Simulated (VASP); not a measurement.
# Fe (Fmmm) in VASP: notebook

Runs on Fe. Level: PBEsol. Tasks: single point.

Program: VASP 6.6.1. These are calculated values, not measurements. Logs are shortened: lines on timing, memory, paths and dates and some standing lists are left out, and cuts for length are marked.

## 1. Starting point

It takes space group Fmmm (No. 69, orthorhombic). Conventional cell: a = 2.997 Å, b = 3.883 Å, c = 3.930 Å, α = 90.00°, β = 90.00°, γ = 90.00°. Around Fe (site symmetry mmm) lie 12 Fe at 2.45 to 2.76 Å.

## 2. Single point, PBEsol, collinear spin, ferromagnetic start

INCAR

```
  PREC = Accurate
  ENCUT = 350
  EDIFF = 1E-6
  ISMEAR = 1
  SIGMA = 0.1
  LREAL = False
  LASPH = True
  NELM = 100
  ALGO = Normal
  ISIF = 2
  LWAVE = False
  LCHARG = False
  ISPIN = 2
  MAGMOM = 3
  LORBIT = 11
  LMAXMIX = 4
  GGA = PS
  NBANDS = 14
  ADDGRID = False
```

KPOINTS

```
Automatic mesh
0
Gamma
  8 8 8
```

POSCAR

```
Fe
1.0
    0.0000000000      1.9417396906      1.9651051623
    1.4984397099      0.0000000000      1.9651051623
    1.4984397099      1.9417396906      0.0000000000
Fe
1
Direct
    0.0000000000      0.0000000000      0.0000000000
```

Potentials or basis: VASP PAW PBE potentials, release 64 (Fe).

Started as:

```
$ cat potpaw_PBE.64/Fe/POTCAR > POTCAR
$ mpirun -np 1 vasp_std > vasp.out
```

OUTCAR:

```text
PREC = Accurate
   ENCUT = 350
   EDIFF = 1E-6
   ISMEAR = 1
   LREAL = False
   LASPH = True
   NELM = 100
   ISIF = 2
   ISPIN = 2
   LORBIT = 11
   GGA = PS

 Found     95 irreducible k-points:

 Following reciprocal coordinates:
            Coordinates               Weight
  0.000000  0.000000  0.000000      1.000000
  0.125000 -0.000000 -0.000000      8.000000
  0.250000 -0.000000 -0.000000      8.000000
  0.375000 -0.000000 -0.000000      8.000000
  0.500000 -0.000000 -0.000000      4.000000
  0.125000  0.125000  0.000000      2.000000
   k-points           NKPTS =     95   k-points in BZ     NKDIM =     95   number of bands    NBANDS=     14
   number of dos      NEDOS =    301   number of ions     NIONS =      1
   total plane-waves  NPLWV =   4608
   dimension x,y,z NGX =    18 NGY =   16 NGZ =   16
   dimension x,y,z NGXF=    36 NGYF=   32 NGZF=   32
   ions per type =               1
   NGX,Y,Z   is equivalent  to a cutoff of  10.83, 10.76, 10.84 a.u.
   NGXF,Y,Z  is equivalent  to a cutoff of  21.66, 21.53, 21.69 a.u.
 SYSTEM =  unknown system
   PREC   = accura    normal or accurate (medium, high low for compatibility)
   ISTART =      0    job   : 0-new  1-cont  2-samecut
   ICHARG =      2    charge: 1-file 2-atom 10-const
   ISPIN  =      2    spin polarized calculation?
   LNONCOLLINEAR =      F non collinear calculations
   LSORBIT =      F    spin-orbit coupling
   LASPH  =      T    aspherical Exc in radial PAW
   ENCUT  =  350.0 eV  25.72 Ry    5.07 a.u.   4.21  3.77  3.74*2*pi/ulx,y,z
   NELM   =    100;   NELMIN=  2; NELMDL= -5     # of ELM steps
   EDIFF  = 0.1E-05   stopping-criterion for ELM
   LREAL  =      F    real-space projection
   EDIFFG = 0.1E-04   stopping-criterion for IOM
   NSW    =      0    number of steps for IOM
   IBRION =     -1    ionic relax: 0-MD 1-quasi-New 2-CG
   NFREE  =      0    steps in history (QN), initial steepest desc. (CG)
   ISIF   =      2    stress and relaxation
   ISYM   =      2    0-nonsym 1-usesym 2-fastsym
   POTIM  = 0.5000    time-step for ionic-motion
   TEBEG  =    0.0;   TEEND  =   0.0 temperature during run
   PSTRESS=    0.0 pullay stress
   NELECT =       8.0000    total number of electrons
   NUPDOWN=      -1.0000    fix difference up-down
   EMIN   =  10.00;   EMAX   =-10.00  energy-range for DOS
   EFERMI =   0.00;   METHOD = LEGACY
   ISMEAR =     1;   SIGMA  =   0.10  broadening in eV -4-tet -1-fermi 0-gaus
   EFERMI_NEDOS =   21; number of points for ismear=-14 and -15
   IALGO  =     38    algorithm
   IMIX   =      4    mixing-type and parameters
     AMIX     =   0.40;   BMIX     =  1.00
     AMIX_MAG =   1.60;   BMIX_MAG =  1.00
  volume/ion in A,a.u.               =      11.44        77.17
  Fermi-wavevector in a.u.,A,eV,Ry     =   1.453303  2.746344 28.736719  2.112089
  Thomas-Fermi vector in A             =   2.570585
   LORBIT       =     11    0 simple, 1 ext, 2 COOP (PROOUT), +10 PAW based schemes
   GGA     = PS    functional components
   LHFCALC =     F    Hartree Fock is set to
   AEXX    =    0.0000 exact exchange contribution
   IVDW    =     0    specifies the selected vdW correction
   LEPSILON=     F    determine dielectric tensor
   LRPA    =     F    only Hartree local field effects (RPA)
 spin polarized calculation
 Methfessel and Paxton  Order N= 1 SIGMA  =   0.10
  energy-cutoff  :      350.00
  volume of cell :       11.44
 maximum number of plane-waves:       180
 NGX is ok and might be reduce to    18
[... 19 lines left out ...]

 spin component 1

 k-point     1 :       0.0000    0.0000    0.0000
  band No.  band energies     occupation
      1      -2.8830      1.00000
      2       3.1294      1.00000
      3       3.2184      1.00000
      4       3.5432      1.00000
      5       4.3141      1.00000
      6       4.7142      1.00000
      7      29.3969      0.00000
      8      30.8626      0.00000
      9      31.1222      0.00000
     10      35.0854      0.00000
     11      36.1367      0.00000
     12      36.3693      0.00000
     13      36.8709      0.00000
     14      36.9625      0.00000
[... 71 lines left out ...]
      1      -2.2242      1.00000
      2       2.9283      1.00000
      3       3.4501      1.00000
      4       3.5614      1.00000
      5       4.3891      1.00000
      6       4.6145      1.00000
      7      27.7091      0.00000
      8      29.0045      0.00000
      9      29.1924      0.00000
     10      32.1044      0.00000
     11      34.5500      0.00000
     12      35.6996      0.00000
     13      38.7029      0.00000
     14      38.9165      0.00000

 [... further k-points ...]

 spin component 2

 k-point     1 :       0.0000    0.0000    0.0000
  band No.  band energies     occupation
      1      -2.6199      1.00000
      2       5.0992      1.00000
      3       5.2551      1.00000
      4       5.7385     -0.03421
      5       6.9005     -0.00000
      6       7.5027     -0.00000
      7      29.2603      0.00000
      8      30.7953      0.00000
      9      31.0838      0.00000
     10      35.4961      0.00000
     11      36.2661      0.00000
     12      37.3779      0.00000
     13      37.6486      0.00000
     14      37.7248      0.00000
[... 71 lines left out ...]
      1      -1.9551      1.00000
      2       4.8564      1.00000
      3       5.6066      0.49773
      4       5.6300      0.30576
      5       6.9864     -0.00000
      6       7.3598     -0.00000
      7      27.9557      0.00000
      8      29.0922      0.00000
      9      29.4252      0.00000
     10      32.9908      0.00000
     11      35.4363      0.00000
     12      35.9090      0.00000
     13      39.1240      0.00000
     14      39.2841      0.00000

 [... further k-points ...]

------------------------ aborting loop because EDIFF is reached ----------------------------------------

  FORCE on cell =-STRESS in cart. coord.  units (eV):
  Direction    XX          YY          ZZ          XY          YZ          ZX
  --------------------------------------------------------------------------------------
  -------------------------------------------------------------------------------------
  Total       -0.9613149     -0.3610178     -0.4590064     -0.0000000      0.0000000      0.0000000
  in kB     -134.6884023    -50.5816627    -64.3107020     -0.0000000      0.0000000      0.0000000
  external PRESSURE =     -83.1935890 kB  Pullay stress =       0.0000000 kB

 VOLUME and BASIS-vectors are now :
 -----------------------------------------------------------------------------
  energy-cutoff  :      350.00
  volume of cell :       11.44
      direct lattice vectors                 reciprocal lattice vectors
     0.000000000  1.941739691  1.965105162    -0.333680426  0.257501045  0.254439309
     1.498439710  0.000000000  1.965105162     0.333680426 -0.257501045  0.254439309
     1.498439710  1.941739691  0.000000000     0.333680426  0.257501045 -0.254439309

 POSITION                                       TOTAL-FORCE (eV/Angst)
 -----------------------------------------------------------------------------------
      0.00000      0.00000      0.00000         0.000000      0.000000      0.000000
 -----------------------------------------------------------------------------------
    total drift:                               -0.000000      0.000000      0.000000

  FREE ENERGIE OF THE ION-ELECTRON SYSTEM (eV)
  ---------------------------------------------------
  free  energy   TOTEN  =        -8.8723490083 eV

  energy  without entropy=       -8.8711371543  energy(sigma->0) =       -8.87194506

 total charge

# of ion       s       p       d       tot
------------------------------------------
    1        0.488   0.541   6.226   7.255

 magnetization (x)

# of ion       s       p       d       tot
------------------------------------------
    1       -0.014  -0.055   2.352   2.283
```

OSZICAR:

```text
N       E                     dE             d eps       ncg     rms          rms(c)
DAV:   1     0.137637472121E+02    0.13764E+02   -0.29767E+03  5982   0.510E+02
DAV:   2    -0.941354271330E+01   -0.23177E+02   -0.21188E+02  5800   0.102E+02
DAV:   3    -0.994331919105E+01   -0.52978E+00   -0.52300E+00  6568   0.167E+01
DAV:   4    -0.994496106031E+01   -0.16419E-02   -0.16417E-02  6052   0.832E-01
DAV:   5    -0.994496934196E+01   -0.82817E-05   -0.82807E-05  6636   0.619E-02    0.120E+01
DAV:   6    -0.896731639549E+01    0.97765E+00   -0.10987E+01  6640   0.378E+01    0.530E+00
DAV:   7    -0.888335975215E+01    0.83957E-01   -0.66264E-01  6508   0.897E+00    0.323E+00
DAV:   8    -0.887920897976E+01    0.41508E-02   -0.66423E-03  6122   0.480E-01    0.143E+00
DAV:   9    -0.887249156677E+01    0.67174E-02   -0.10214E-02  7214   0.586E-01    0.410E-01
DAV:  10    -0.887232807793E+01    0.16349E-03   -0.25885E-04  6262   0.175E-01    0.167E-01
DAV:  11    -0.887234160050E+01   -0.13523E-04   -0.16394E-04  6684   0.123E-01    0.363E-02
DAV:  12    -0.887234487174E+01   -0.32712E-05   -0.21480E-05  5812   0.403E-02    0.127E-02
DAV:  13    -0.887234869237E+01   -0.38206E-05   -0.75468E-07  4436   0.896E-03    0.755E-03
DAV:  14    -0.887234900831E+01   -0.31593E-06   -0.22425E-07  2966   0.376E-03
   1 F= -.88723490E+01 E0= -.88719451E+01  d E =-.121185E-02  mag=     2.2923
```

Wall time 15 s (1 thread of Intel Xeon 6975P-C (Granite Rapids), shared host); peak memory 0.12 GiB.

The run converged, but some of its settings lie outside the range that counts as converged, so its numbers aren't taken as properties of the crystal.

What came out:

```
Free energy                                           : -8.8723 eV
Pressure                                              : -8.3 GPa
Band gap on the k mesh                                : none (metal or under the smearing width)
Net moment                                            : 2.29 μB per cell
Site moments                                          : Fe +2.28 μB
Valence electrons inside the program's atomic spheres : Fe 7.25
```

Caveat: the k mesh is coarse (spacing up to 0.39 Å⁻¹), so the values aren't converged; the PAW data sets were made with another functional, which shifts forces and pressure a little.

## 3. Single point, PBEsol, collinear spin, ferromagnetic start

INCAR, as its differences from that of step 2:

```diff
@@ -1,3 +1,3 @@
   PREC = Accurate
-  ENCUT = 350
+  ENCUT = 300
   EDIFF = 1E-6
```

KPOINTS

```
Automatic mesh
0
Gamma
  9 9 9
```

POSCAR is that of step 2.

Potentials or basis: VASP PAW PBE potentials, release 64 (Fe).

Started as:

```
$ cat potpaw_PBE.64/Fe/POTCAR > POTCAR
$ mpirun -np 1 vasp_std > vasp.out
```

It took 10 s on 1 thread of Intel Xeon 6975P-C (Granite Rapids), shared host; peak memory 0.12 GiB.

These settings aren't checked as converged: the numbers below hold their error.

What came out:

```yaml
Free_energy: -8.8911 eV
Band_gap_on_the_k_mesh: none (metal or under the smearing width)
Net_moment: 2.18 μB per cell
Site_moments: Fe +2.17 μB
Valence_electrons_inside_the_program's_atomic_spheres: Fe 7.25
```

Caveat: the cutoff is under 1.25 times the usual one of these potentials, so pressure, stress and relaxed cells hold a basis-set (Pulay) error; the PAW data sets were made with another functional, which shifts forces and pressure a little.

## 4. Single point, PBEsol, collinear spin, ferromagnetic start

INCAR, as its differences from that of step 3:

```diff
@@ -1,3 +1,3 @@
   PREC = Accurate
-  ENCUT = 300
+  ENCUT = 700
   EDIFF = 1E-6
```

KPOINTS

```
Automatic mesh
0
Gamma
  6 6 6
```

POSCAR is that of step 3.

Started as:

```
$ cat potpaw_PBE.64/Fe/POTCAR > POTCAR
$ mpirun -np 1 vasp_std > vasp.out
```

It took 14 s on 1 thread of Intel Xeon 6975P-C (Granite Rapids), shared host; peak memory 0.16 GiB.

The run converged, but some of its settings lie outside the range that counts as converged, so its numbers aren't taken as properties of the crystal.

What came out:

```yaml
Free_energy: -8.9109 eV
Pressure: -9.3 GPa
Band_gap_on_the_k_mesh: none (metal or under the smearing width)
Net_moment: 2.26 μB per cell
Site_moments: Fe +2.25 μB
Valence_electrons_inside_the_program's_atomic_spheres: Fe 7.26
```

Caveat: the k mesh is coarse (spacing up to 0.52 Å⁻¹), so the values aren't converged; the PAW data sets were made with another functional, which shifts forces and pressure a little.

## 5. Single point, PBEsol, collinear spin, ferromagnetic start

INCAR, as its differences from that of step 4:

```diff
@@ -1,3 +1,3 @@
   PREC = Accurate
-  ENCUT = 700
+  ENCUT = 400
   EDIFF = 1E-6
```

KPOINTS

```
Automatic mesh
0
Gamma
  8 8 8
```

POSCAR is that of step 4.

Potentials or basis: VASP PAW PBE potentials, release 64 (Fe).

Started as:

```
$ cat potpaw_PBE.64/Fe/POTCAR > POTCAR
$ mpirun -np 1 vasp_std > vasp.out
```

OUTCAR:

```text
PREC = Accurate
   ENCUT = 400
   EDIFF = 1E-6
   ISMEAR = 1
   LREAL = False
   LASPH = True
   NELM = 100
   ISIF = 2
   ISPIN = 2
   LORBIT = 11
   GGA = PS

 Found     95 irreducible k-points:

 Following reciprocal coordinates:
            Coordinates               Weight
  0.000000  0.000000  0.000000      1.000000
  0.125000 -0.000000 -0.000000      8.000000
  0.250000 -0.000000 -0.000000      8.000000
  0.375000 -0.000000 -0.000000      8.000000
  0.500000 -0.000000 -0.000000      4.000000
  0.125000  0.125000  0.000000      2.000000
   k-points           NKPTS =     95   k-points in BZ     NKDIM =     95   number of bands    NBANDS=     14
[... 291 lines left out ...]
  -------------------------------------------------------------------------------------
  Total       -0.9674736     -0.3691639     -0.4650703      0.0000000      0.0000000      0.0000000
  in kB     -135.5512864    -51.7230093    -65.1603091      0.0000000      0.0000000      0.0000000
  external PRESSURE =     -84.1448682 kB  Pullay stress =       0.0000000 kB

 VOLUME and BASIS-vectors are now :
 -----------------------------------------------------------------------------
  energy-cutoff  :      400.00
  volume of cell :       11.44
      direct lattice vectors                 reciprocal lattice vectors
     0.000000000  1.941739691  1.965105162    -0.333680426  0.257501045  0.254439309
     1.498439710  0.000000000  1.965105162     0.333680426 -0.257501045  0.254439309
     1.498439710  1.941739691  0.000000000     0.333680426  0.257501045 -0.254439309

 POSITION                                       TOTAL-FORCE (eV/Angst)
 -----------------------------------------------------------------------------------
      0.00000      0.00000      0.00000        -0.000000     -0.000000      0.000000
 -----------------------------------------------------------------------------------
    total drift:                                0.000000      0.000000      0.000000

  FREE ENERGIE OF THE ION-ELECTRON SYSTEM (eV)
  ---------------------------------------------------
  free  energy   TOTEN  =        -8.8675557805 eV

  energy  without entropy=       -8.8663381649  energy(sigma->0) =       -8.86714991

 total charge

# of ion       s       p       d       tot
------------------------------------------
    1        0.488   0.541   6.231   7.259

 magnetization (x)

# of ion       s       p       d       tot
------------------------------------------
    1       -0.014  -0.055   2.353   2.284
```

It took 11 s on 1 thread of Intel Xeon 6975P-C (Granite Rapids), shared host; peak memory 0.12 GiB.

The run converged, but some of its settings lie outside the range that counts as converged, so its numbers aren't taken as properties of the crystal.

Results:

```
Free energy                                           : -8.8676 eV
Pressure                                              : -8.4 GPa
Band gap on the k mesh                                : none (metal or under the smearing width)
Net moment                                            : 2.29 μB per cell
Site moments                                          : Fe +2.28 μB
Valence electrons inside the program's atomic spheres : Fe 7.26
```

Caveat: the k mesh is coarse (spacing up to 0.39 Å⁻¹), so the values aren't converged; the PAW data sets were made with another functional, which shifts forces and pressure a little.

(Part 1 of 2 ends here.)
